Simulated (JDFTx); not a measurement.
Li:

```
CELL_PARAMETERS angstrom
-1.75465 1.75465 1.75465
1.75465 -1.75465 1.75465
1.75465 1.75465 -1.75465
ATOMIC_POSITIONS crystal
Li 0.00000 0.00000 0.00000
```

| Quantity | Value |
| --- | --- |
| Program | JDFTx 1.7.0 (patched build) |
| Task | relaxation of cell and atoms |
| Functional | PBE |
| Potentials or basis | SG15-PBE-1.2 with smoothed tails |
| Cutoff | 1088 eV |
| Density cutoff | 4354 eV |
| k mesh | 7 × 7 × 7 |
| Occupations | fermi-dirac, width 0.05 eV |
| Spin | no spin polarisation |

At the start: pressure -0.8 GPa; volume 21.61 Å³/atom.

Problem. How do energy, volume and symmetry change on relaxing?

Solution. Over 6 steps the energy falls by 3.3 meV/atom and the volume is 20.31 Å³/atom (-6.0 %); space group Im-3m (No. 229, to 0.05 Å).

Step by step:
| step | energy change (eV) | largest force (eV/Å) | pressure (GPa) | volume (Å³) |
| --- | --- | --- | --- | --- |
| 1 | 0.0000 | 0.0000 | -0.79 | 21.61 |
| 2 | -0.0006 | 0.0000 | -0.71 | 21.47 |
| 3 | -0.0033 | 0.0000 | -0.09 | 20.43 |
| 4 | -0.0033 | 0.0000 | 0.00 | 20.31 |
| 5 | -0.0033 | 0.0000 | 0.00 | 20.31 |
| 6 | -0.0033 | 0.0000 | 0.00 | 20.31 |

Final structure:
```xyz
1
Lattice="-1.7186 1.7186 1.7186 1.7186 -1.7186 1.7186 1.7186 1.7186 -1.7186" Properties=species:S:1:pos:R:3 pbc="T T T"
Li    0.0000    0.0000    0.0000
```

Caveat: the k mesh is coarse (spacing up to 0.36 Å⁻¹), so the values aren't converged; the plane waves are those of the starting cell, so after so large a change of volume the result is rough.
